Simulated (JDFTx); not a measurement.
Runs of JDFTx 1.7.0 (patched build) on Sb. The structure is trigonal, space group R-3m (No. 166). The conventional cell has a = 4.308 Å, b = 4.308 Å, c = 11.274 Å, α = 90.00°, β = 90.00°, γ = 120.00°. Sb (site symmetry 3m) has 3 Sb at 2.91 Å as nearest neighbours. 

```tsv
task	level	potentials or basis	cell	k mesh	further solve for the empty bands	local potential set to -Z/r beyond	pseudo rcut	mesh quality	gap on the mesh (eV)	pressure (GPa)	relaxed volume (Å³/atom)	largest force (eV/Å)
relaxation of cell and atoms	PBE+D2	PseudoDojo-SR-PBE-0.5-standard	relaxed	6 × 6 × 6	no	-	-	not flagged	none	0.1	29.99	0.01
single point	PBE	PseudoDojo-SR-PBE-0.5-standard	as given	5 × 5 × 5	yes	-	-	coarse	(a)	(b)	-	0.06
relaxation of cell and atoms	r2SCAN	SG15-PBE-1.2 with smoothed tails	relaxed	3 × 3 × 3	no	6 bohr	6	coarse	1.56	0.0	31.22	-
relaxation of cell and atoms	PBEsol	PseudoDojo-SR-PBEsol-0.4.1-standard with smoothed tails	relaxed	6 × 6 × 6	no	6 bohr	6	not flagged	none	0.0	30.10	-
```

Alike in all rows: no spin polarisation; cutoff (eV) 1088; smearing fermi-dirac 0.05 eV.

Q: Fill in the values left out.

A: (a) 0.37; (b) 2.6.

Caveats: some runs use coarse meshes; spin-orbit coupling is left out, which moves the levels of the heavy elements (some runs); an odd mesh through Γ misses points on the zone boundary, where band edges often lie (some runs); pairwise dispersion overbinds metals, which lowers pressure and volume (some runs); the empty levels aren't tightly converged (some runs); meta-GGA forces are noisy on this grid (some runs); the potentials were made for another functional, which shifts forces and pressure (some runs).

A k mesh can miss the band edges, and the runs leave out spin-orbit coupling on Sb.

A gap of «none» marks a metal or a gap under the smearing width.

Not every run made on this cell is shown here.
